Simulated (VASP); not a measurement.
Wanted: the native input for a VASP 6.6.1 run.

```yaml
Task: relaxation of cell and atoms
Functional: rSCAN
Potentials_or_basis: VASP PAW PBE potentials, release 64 (Sn_d, Se)
Cutoff: 600 eV
k_mesh: 8 × 8 × 5
Occupations: gaussian, width 0.05 eV
Spin: no spin polarisation
Further_INCAR_settings: ALGO = Normal; EDIFF = 1e-07; IBRION = 2; EDIFFG = -0.01; NSW = 40; ISIF = 3
```

The structure of SnSe2 lies in POSCAR:

```
SnSe2
1.0
    3.8110000000      0.0000000000      0.0000000000
   -1.9055000000      3.3004228138      0.0000000000
    0.0000000000      0.0000000000      6.1360000000
Sn Se
1 2
Direct
    0.0000000000      0.0000000000      0.0000000000
    0.6666666667      0.3333333333      0.7510000000
    0.3333333333      0.6666666667      0.2490000000
```

One way to write it, as run:

INCAR

```
PREC = Accurate
ENCUT = 600
EDIFF = 1E-7
ISMEAR = 0
SIGMA = 0.05
LREAL = F
LASPH = T
NELM = 60
ALGO = Normal
ISIF = 3
LWAVE = F
LCHARG = F
METAGGA = RSCAN
LMIXTAU = T
IBRION = 2
NSW = 40
EDIFFG = -0.01
```

KPOINTS

```
regular mesh
0
Gamma
  8 8 5
```

Potentials or basis: VASP PAW PBE potentials, release 64 (Sn_d, Se).

Command:

```console
$ cat potpaw_PBE.64/Sn_d/POTCAR potpaw_PBE.64/Se/POTCAR > POTCAR
$ mpirun -np 1 vasp_std > vasp.out
```

Results of the run:

```
Relaxed volume                         : 27.64 Å³/atom
Relaxed cell                           : a = 3.844 Å, b = 3.844 Å, c = 6.480 Å, α = 90.00°, β = 90.00°, γ = 120.00°
Space group after relaxing (to 0.05 Å) : P-3m1 (No. 164)
Energy gained by relaxing              : 16.9 meV/atom
Ionic steps                            : 17
Pressure after relaxing                : 0.0 GPa
Band gap on the k mesh                 : 1.01 eV, indirect (least direct gap 1.48 eV)
```

Caveat: the PAW data sets were made with another functional, which shifts forces and pressure a little; spin-orbit coupling is left out, which moves the levels of the heavy elements; an odd mesh through Γ misses points on the zone boundary, where band edges often lie.

Run time: 35 min on 1 thread of AMD EPYC 9R45 96-Core Processor (Zen 5) (shared host), peak memory 0.24 GiB.
